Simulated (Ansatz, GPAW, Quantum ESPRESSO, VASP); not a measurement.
**TePb: 5 runs at one level of theory**

```xyz
2
Lattice="0.0000 3.2310 3.2310 3.2310 0.0000 3.2310 3.2310 3.2310 0.0000" Properties=species:S:1:pos:R:3 pbc="T T T"
Pb    0.0000    0.0000    0.0000
Te    3.2310    3.2310    3.2310
```

Alike in all runs: task single point; functional PBEsol; k mesh 7 × 7 × 7; occupations fermi-dirac, width 0.05 eV; no spin polarisation; no spin-orbit coupling. Pressure is positive in compression and, in plane waves, holds the error of the finite cutoff, which Ansatz's Pulay term estimates and takes out.

```csv
program and potentials,plane-wave cutoff (eV),notes,pressure (GPa)
"Ansatz, Ansatz PAW",420,"potentials made for PBE, which Ansatz adapts in part; 15 valence electrons an atom on average; Pulay term of +0.02 GPa included",-0.41
"GPAW, PAW data sets generated for this functional",600,10 valence electrons an atom on average,-0.70
"Ansatz, all-electron LAPW, scalar-relativistic",-,-,-0.40
"Quantum ESPRESSO, GBRV 1.5 PBEsol",612,10 valence electrons an atom on average,-0.59
"VASP, PBE PAW files Pb_d, Te, 520 eV",520,potentials made for PBE; 10 valence electrons an atom on average,?
```

Estimate from the other rows what the run with VASP, PBE PAW files Pb_d, Te, 520 eV gave.

Pressure -0.43 GPa. The other rows, which needn't bracket it: pressure -0.70 to -0.40.
